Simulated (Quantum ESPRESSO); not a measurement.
# CdO (Monteponite) under changes of volume

One of the cells (12.970 Å³/atom); the others are scaled copies at fixed shape and fractional positions:

```
CELL_PARAMETERS angstrom
0.00000 2.34950 2.34950
2.34950 0.00000 2.34950
2.34950 2.34950 0.00000
ATOMIC_POSITIONS crystal
Cd 0.00000 0.00000 0.00000
O 0.50000 0.50000 0.50000
```

```yaml
Program: Quantum ESPRESSO 7.5
Functional: PBE
Potentials_or_basis: SSSP 1.3 efficiency PBE
Cutoff: 816 eV
Density_cutoff: 6531 eV
k_mesh: 10 × 10 × 10
Occupations: fermi-dirac, width 0.05 eV
Spin: no spin polarisation
```

| volume (Å³/atom) | energy over the lowest point (meV/atom) | pressure (GPa) |
| --- | --- | --- |
| 12.191 | 72.49 | 17.9 |
| 12.451 | 46.45 | 13.7 |
| 12.710 | 26.83 | 10.0 |
| 12.970 | 12.95 | 6.6 |
| 13.229 | 4.20 | 3.6 |
| 13.488 | ? | ? |
| 13.748 | 0.00 | -1.5 |

Question: What does the run at 13.488 Å³/atom give?

Answer: Energy over the lowest point 0.03 meV/atom; pressure 0.9 GPa.

Worked out: A Birch-Murnaghan fit of order 3 (a polynomial in V^(-2/3)) to the other rows has its minimum at 13.62 Å³/atom with B0 = V·E''(V) = 126 GPa and B' = 4.7. It gives 0.04 meV/atom at 13.488 Å³/atom, against the run's 0.03, and -dE/dV = 1.3 GPa, against 0.9.

Energies are extrapolated to zero smearing.
